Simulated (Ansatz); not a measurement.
Crystal: As.

```
As
1.0
     2.70368    0.00000    0.00000
     0.00000    2.70368    0.00000
     0.00000    0.00000    2.70368
As
1
Direct
  0.50000 0.50000 0.50000
```

This isn't the form of As at room conditions, which is rhombohedral.

Base run:

| Quantity | Value |
| --- | --- |
| Program | Ansatz 0.2.0 |
| Functional | PBEsol |
| Potentials or basis | all-electron LAPW, scalar-relativistic |
| Cutoff | 237 eV (chosen from the basis error) |
| Basis error allowed | 0.001 eV/atom |
| k mesh | 10 × 10 × 10 |
| Occupations | fermi-dirac, width 0.05 eV |
| Spin | no spin polarisation |

Its results: pressure -1.5 GPa.

Problem. The run is repeated on the same cell with these changes: functional from PBEsol to LDA. What comes out?

Solution. Pressure -3.2 GPa.

LDA binds more tightly than PBEsol, so the same cell stands under less pressure.
